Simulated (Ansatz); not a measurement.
TaN: computed properties

Theory: Ansatz 0.2.0, DFT r2SCAN, scalar-relativistic, plane waves, PAW.

Plane waves to 500 eV, a k mesh through Γ of 18×18×14 on the computed 2-atom cell and Gaussian smearing (0.10 eV); no spin polarisation.

The structure is relaxed at this level of theory with its symmetry kept. This form isn't the usual stable structure of the compound.

```cif
data_structure
_symmetry_space_group_name_H-M 'P-6m2'
_symmetry_Int_Tables_number 187
_cell_length_a 2.9362
_cell_length_b 2.9362
_cell_length_c 2.8846
_cell_angle_alpha 90.000
_cell_angle_beta 90.000
_cell_angle_gamma 120.000
_cell_volume 21.54
loop_
_atom_site_label
_atom_site_type_symbol
_atom_site_symmetry_multiplicity
_atom_site_Wyckoff_symbol
_atom_site_fract_x
_atom_site_fract_y
_atom_site_fract_z
_atom_site_occupancy
Ta1 Ta 1 d 0.33333 0.66667 0.50000 1
N1 N 1 a 0.00000 0.00000 0.00000 1
```

Q: Formation energy from the elements' standard states (uncorrected)?

A: -1.337 eV/atom.

Q: Density of states at the Fermi level?

A: 0.05 states/eV per cell (so small that it hangs on the mesh: a semimetal, or crossings between mesh points).

Q: Löwdin character within 0.5 eV of the Fermi level?

A: Ta 5d 95 %.

Q: Bulk modulus?

A: 359 GPa.

Q: Its pressure derivative?

A: 4.3.

Q: Bader charges (e)?

A: Ta (1 in the cell) 1.66, N (1 in the cell) -1.66.

Spin-orbit coupling is left out, which matters for the bands of heavy elements.